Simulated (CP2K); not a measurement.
Runs of CP2K 2026.2 on Cu. It takes space group Fm-3m (No. 225, cubic). Conventional cell: a = 3.615 Å, b = 3.615 Å, c = 3.615 Å, α = 90.00°, β = 90.00°, γ = 90.00°. Around Cu (site symmetry m-3m) lie 12 Cu at 2.56 Å. 

| level | potentials or basis | smearing | EPS_DEFAULT | NGRIDS | basis sets | potentials | points a segment of the path (NPOINTS) | gap on the mesh (eV) | pressure (GPa) |
| --- | --- | --- | --- | --- | --- | --- | --- | --- | --- |
| PBE | POTENTIAL_UZH Cu GTH-PBE-q11; TZVP-MOLOPT-PBE-GTH basis | fermi-dirac 0.0259 eV | 1.0E-9 | 5 | Cu TZVP-MOLOPT-PBE-GTH-q11 | Cu GTH-PBE-q11 of POTENTIAL_UZH | 10 | none | 3.4 |
| LDA | GTH_POTENTIALS Cu GTH-PADE-q11; TZVP-MOLOPT-PBE-GTH basis | fermi-dirac 0.0259 eV | 1.0E-10 | 4 | Cu TZVP-MOLOPT-PBE-GTH-q11 | Cu GTH-PADE-q11 of GTH_POTENTIALS | 10 | none | (a) |
| PBEsol | POTENTIAL_UZH Cu GTH-PBE-q11; TZVP-MOLOPT-PBE-GTH basis | fermi-dirac 0.05 eV | 1.0E-10 | 4 | Cu TZVP-MOLOPT-PBE-GTH-q11 | Cu GTH-PBE-q11 of POTENTIAL_UZH | 6 | none | -4.8 |
| r2SCAN | POTENTIAL_UZH Cu GTH-SCAN-q11; TZVP-MOLOPT-SCAN-GTH basis | fermi-dirac 0.05 eV | 1.0E-9 | 4 | Cu TZVP-MOLOPT-SCAN-GTH-q11 | Cu GTH-SCAN-q11 of POTENTIAL_UZH | 10 | none | -4.9 |

Alike in all rows: task band structure; no spin polarisation; cell as given; k mesh 13 × 13 × 13.

Question: Fill in the values left out.

Answer: (a) -10.1.

Caveats: the basis of atomic orbitals isn't converged, which shifts pressures, moduli and gaps; the potentials were made for another functional, which shifts forces and pressure (some runs).

A gap of «none» marks a metal or a gap under the smearing width.
